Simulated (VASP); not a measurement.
# InP (F-43m) in VASP: notebook, part 2 of 2

VASP 6.6.1. Earlier steps stand in the parts before.

## Step 4: Relaxation of cell and atoms, LDA

The input, INCAR:

```
SYSTEM = InP
  PREC = Accurate
  ENCUT = 600
  EDIFF = 1E-6
  ISMEAR = -1
  SIGMA = 0.05
  LREAL = .False.
  LASPH = .True.
  NELM = 80
  ALGO = Fast
  ISIF = 3
  LWAVE = .False.
  LCHARG = .False.
  GGA = CA
  IBRION = 2
  NSW = 60
  EDIFFG = -0.02
  PSTRESS = 0
```

The input, KPOINTS:

```
Automatic mesh
0
Gamma
  8 8 8
  0 0 0
```

The input, POSCAR:

```
InP
1.0
    0.0000000000      2.9305000000      2.9305000000
    2.9305000000      0.0000000000      2.9305000000
    2.9305000000      2.9305000000      0.0000000000
In P
1 1
Direct
    0.0000000000      0.0000000000      0.0000000000
    0.7500000000      0.7500000000      0.7500000000
```

Potentials or basis: VASP PAW LDA potentials, release 64 (In_d, P).

The run is started by

```
$ cat potpaw_LDA.64/In_d/POTCAR potpaw_LDA.64/P/POTCAR > POTCAR
$ mpirun -np 1 vasp_std > vasp.out
```

OUTCAR:

```text
SYSTEM = InP
   PREC = Accurate
   ENCUT = 600
   EDIFF = 1E-6
   ISMEAR = -1
   LREAL = .False.
   LASPH = .True.
   NELM = 80
   ISIF = 3
   GGA = CA
   IBRION = 2
   NSW = 60
   EDIFFG = -0.02
   PSTRESS = 0

 ion  position               nearest neighbor table
   1  0.000  0.000  0.000-   2 2.54   2 2.54   2 2.54   2 2.54
   2  0.750  0.750  0.750-   1 2.54   1 2.54   1 2.54   1 2.54

  LATTYP: Found a face centered cubic cell.
 ALAT       =     5.8610000000

  Lattice vectors:

 A1 = (   0.0000000000,   2.9305000000,   2.9305000000)
 A2 = (   2.9305000000,   0.0000000000,   2.9305000000)
 A3 = (   2.9305000000,   2.9305000000,   0.0000000000)

Analysis of symmetry for initial positions (statically):
[... 270 lines left out ...]
      3      -9.0257      2.00000
      4      -8.8621      2.00000
      5      -8.8621      2.00000
      6      -6.4655      2.00000
      7       5.1979      1.99737
      8       5.1979      1.99737
      9       5.1979      1.99737
     10       5.7999      0.00893
     11       9.1600      0.00000
     12       9.1600      0.00000
     13       9.1600      0.00000
[... 354 lines left out ...]
  band No.  band energies     occupation
      1      -9.1665      2.00000
      2      -8.9742      2.00000
      3      -8.9521      2.00000
      4      -8.8687      2.00000
      5      -8.8483      2.00000
      6      -4.3215      2.00000
      7      -0.5246      2.00000
      8       2.3853      2.00000
      9       3.4882      2.00000
     10       8.2903      0.00000
     11       9.2304      0.00000
     12      11.0046      0.00000
     13      12.3370      0.00000

 [... further k-points ...]

------------------------ aborting loop because EDIFF is reached ----------------------------------------

  FORCE on cell =-STRESS in cart. coord.  units (eV):
  Direction    XX          YY          ZZ          XY          YZ          ZX
  --------------------------------------------------------------------------------------
  -------------------------------------------------------------------------------------
  Total       -0.0079609     -0.0079609     -0.0079609     -0.0000000      0.0000000     -0.0000000
  in kB       -0.2577365     -0.2577365     -0.2577365     -0.0000000      0.0000000     -0.0000000
  external PRESSURE =      -0.2577365 kB  Pullay stress =       0.0000000 kB
[... 17 lines left out ...]
  FREE ENERGIE OF THE ION-ELECTRON SYSTEM (eV)
  ---------------------------------------------------
  free  energy   TOTEN  =        -9.6723577553 eV

  energy  without entropy=       -9.6723450891  energy(sigma->0) =       -9.67235142

 reached required accuracy - stopping structural energy minimisation
```

OSZICAR:

```text
N       E                     dE             d eps       ncg     rms          rms(c)
DAV:   1     0.118033704561E+03    0.11803E+03   -0.92720E+03   754   0.170E+03
DAV:   2    -0.106706422469E+01   -0.11910E+03   -0.11529E+03   774   0.351E+02
DAV:   3    -0.981535145857E+01   -0.87483E+01   -0.86754E+01   974   0.966E+01
[... 30 lines left out ...]
RMM:   4    -0.967237180649E+01   -0.43476E-04   -0.77987E-04   926   0.348E-01    0.107E-01
RMM:   5    -0.967238943331E+01   -0.17627E-04   -0.11912E-04   872   0.134E-01    0.167E-01
RMM:   6    -0.967235762485E+01    0.31808E-04   -0.64917E-05   780   0.797E-02    0.632E-02
RMM:   7    -0.967235748082E+01    0.14403E-06   -0.13650E-05   833   0.426E-02    0.539E-02
RMM:   8    -0.967235775532E+01   -0.27450E-06   -0.33680E-06   592   0.179E-02
   3 F= -.96723578E+01 E0= -.96723514E+01  d E =-.303837E-02
```

Run time: 34 s. Hardware: 1 thread of Intel Xeon 6975P-C (Granite Rapids), shared host; peak memory 0.19 GiB.

What came out:

* Free energy: -9.6724 eV
* Relaxed volume: 24.74 Å³/atom
* Relaxed cell: a = 4.121 Å, b = 4.121 Å, c = 4.121 Å, α = 60.00°, β = 60.00°, γ = 60.00°
* Space group after relaxing (to 0.05 Å): F-43m (No. 216)
* Energy gained by relaxing: 1.5 meV/atom
* Ionic steps: 3
* Pressure after relaxing: 0.0 GPa
* Band gap on the k mesh: 0.60 eV, direct

Step by step:
```tsv
step	energy change (eV)	largest force (eV/Å)	pressure (GPa)	volume (Å³)
1	0.0000	0.0000	-1.10	50.33
2	-0.0022	0.0000	0.63	49.08
3	-0.0030	0.0000	-0.03	49.49
```

Final structure:
```
In P
1.0
     0.00000    2.91400    2.91400
     2.91400    0.00000    2.91400
     2.91400    2.91400    0.00000
In P
1 1
Direct
  0.00000 0.00000 0.00000
  0.75000 0.75000 0.75000
```

Levels at points of the mesh, in eV from the valence-band top:
| k point | band 7 | band 8 | band 9 | band 10 | band 11 | band 12 |
| --- | --- | --- | --- | --- | --- | --- |
| (0.00, 0.00, 0.00) | 0.00 | 0.00 | 0.00 | 0.60 | 3.96 | 3.96 |
| (0.50, 0.00, 0.00) | -5.92 | -1.02 | -1.02 | 1.37 | 4.70 | 4.70 |
| (0.50, 0.50, 0.00) | -5.93 | -2.42 | -2.42 | 1.57 | 2.12 | 9.10 |

Caveat: spin-orbit coupling is left out, which moves the levels of the heavy elements. Zero-point motion and thermal expansion aren't in these numbers.

## Step 5: Single point, PBE (grid = ENCUT=400 dk=0.9 cell=3x3x3 ISMEAR=0 SIGMA=0.05 LREAL=Auto EDIFF=1e-06)

The input, INCAR:

```
SYSTEM = InP
ALGO = Fast
EDIFF = 1E-6
ENCUT = 400
GGA = PE
ISIF = 2
ISMEAR = 0
LASPH = .True.
LCHARG = .False.
LREAL = Auto
LWAVE = .False.
NBANDS = 261
NELM = 120
PREC = Accurate
SIGMA = 0.05
```

The input, KPOINTS:

```
k-points
0
Gamma
  1 1 1
  0 0 0
```

The input, POSCAR:

```
InP
1.0
    0.0000000000      8.7915000000      8.7915000000
    8.7915000000      0.0000000000      8.7915000000
    8.7915000000      8.7915000000      0.0000000000
P In
27 27
Direct
    0.0000000000      0.0000000000      0.0000000000
    0.2500000000      0.2500000000      0.2500000000
    0.2500000000      0.2500000000      0.5833333333
    0.2500000000      0.2500000000      0.9166666667
    0.2500000000      0.5833333333      0.2500000000
    0.2500000000      0.5833333333      0.5833333333
    0.2500000000      0.5833333333      0.9166666667
    0.2500000000      0.9166666667      0.2500000000
    0.2500000000      0.9166666667      0.5833333333
    0.2500000000      0.9166666667      0.9166666667
    0.5833333333      0.2500000000      0.2500000000
    0.5833333333      0.2500000000      0.5833333333
    0.5833333333      0.2500000000      0.9166666667
    0.5833333333      0.5833333333      0.2500000000
    0.5833333333      0.5833333333      0.5833333333
    0.5833333333      0.5833333333      0.9166666667
    0.5833333333      0.9166666667      0.2500000000
    0.5833333333      0.9166666667      0.5833333333
    0.5833333333      0.9166666667      0.9166666667
    0.9166666667      0.2500000000      0.2500000000
    0.9166666667      0.2500000000      0.5833333333
    0.9166666667      0.5833333333      0.2500000000
    0.9166666667      0.5833333333      0.5833333333
    0.9166666667      0.5833333333      0.9166666667
    0.9166666667      0.9166666667      0.2500000000
    0.9166666667      0.9166666667      0.5833333333
    0.9166666667      0.9166666667      0.9166666667
    0.0000000000      0.0000000000      0.3333333333
    0.0000000000      0.0000000000      0.6666666667
    0.0000000000      0.3333333333      0.0000000000
    0.0000000000      0.3333333333      0.3333333333
    0.0000000000      0.3333333333      0.6666666667
    0.0000000000      0.6666666667      0.0000000000
    0.0000000000      0.6666666667      0.3333333333
    0.0000000000      0.6666666667      0.6666666667
    0.3333333333      0.0000000000      0.0000000000
    0.3333333333      0.0000000000      0.3333333333
    0.3333333333      0.0000000000      0.6666666667
    0.3333333333      0.3333333333      0.0000000000
    0.3333333333      0.3333333333      0.3333333333
    0.3333333333      0.3333333333      0.6666666667
    0.3333333333      0.6666666667      0.0000000000
    0.3333333333      0.6666666667      0.3333333333
    0.3333333333      0.6666666667      0.6666666667
    0.6666666667      0.0000000000      0.0000000000
    0.6666666667      0.0000000000      0.3333333333
    0.6666666667      0.0000000000      0.6666666667
    0.6666666667      0.3333333333      0.0000000000
    0.6666666667      0.3333333333      0.3333333333
    0.6666666667      0.3333333333      0.6666666667
    0.6666666667      0.6666666667      0.0000000000
    0.6666666667      0.6666666667      0.3333333333
    0.6666666667      0.6666666667      0.6666666667
    0.9166666667      0.2500000000      0.9166666667
```

Potentials or basis: VASP PAW PBE potentials, release 64 (P, In_d).

The run is started by

```
$ cat potpaw_PBE.64/P/POTCAR potpaw_PBE.64/In_d/POTCAR > POTCAR
$ mpirun -np 1 vasp_std > vasp.out
```

Wall time 22 min (1 thread of Intel Xeon Platinum 8559C (Emerald Rapids), shared host); peak memory 1.2 GiB.

The run converged, but some of its settings lie outside the range that counts as converged, so its numbers aren't taken as properties of the crystal.

Results:

| Property | Result |
| --- | --- |
| Free energy | -211.7865 eV |
| Pressure | 5.0 GPa |
| Largest force | 2.059 eV/Å |
| Band gap on the k mesh | 0.52 eV, direct |

Caveat: spin-orbit coupling is left out, which moves the levels of the heavy elements.

## Step 6: The reference run

An earlier run on the cell as given: functional PBEsol; potentials or basis VASP PAW PBE potentials, release 64 (In_d, P); cutoff 520 eV; k mesh 8 × 8 × 8; occupations fermi-dirac, width 0.05 eV; no spin polarisation.

* Pressure: 0.6 GPa
* Band gap on the k mesh: 0.61 eV, direct

## Step 7: Summary

```tsv
task	level	potentials or basis	cell	cutoff (eV)	smearing	ladder	gap on the mesh (eV)	pressure (GPa)
single point	PBEsol	VASP PAW PBE potentials, release 64 (In, P)	as given	500	gaussian 0.02 eV	-	0.68	2.6
relaxation of cell and atoms	LDA	VASP PAW LDA potentials, release 64 (In_d, P)	relaxed	600	fermi-dirac 0.05 eV	-	0.60	0.0
single point	PBEsol	VASP PAW PBE potentials, release 64 (In_d, P)	as given	520	fermi-dirac 0.05 eV	free	0.61	0.6
```

Alike in all rows: no spin polarisation; k mesh 8 × 8 × 8.

Caveats: spin-orbit coupling is left out, which moves the levels of the heavy elements; the PAW data sets were made with another functional, which shifts forces and pressure a little (some runs).

Absolute energies hang on the potentials; compare differences alone.

## Step 8: How close it comes

Step 2. A measured gap of InP is 1.4236 eV (direct; 1.6 K; a printed reference work, data compilation); the calculated 0.68 eV misses it by -0.74 eV. Spin-orbit coupling on In is left out. The value is that of PBEsol, without temperature or zero-point motion. Semilocal functionals fall short of measured gaps as a rule.

Step 3. Measured gap of InP: 1.4236 eV (direct; 1.6 K; a printed reference work, data compilation). This calculation gives 0.68 eV (-0.74 eV). Spin-orbit coupling on In is left out. The value is that of PBEsol, without temperature or zero-point motion. Semilocal functionals fall short of measured gaps as a rule.
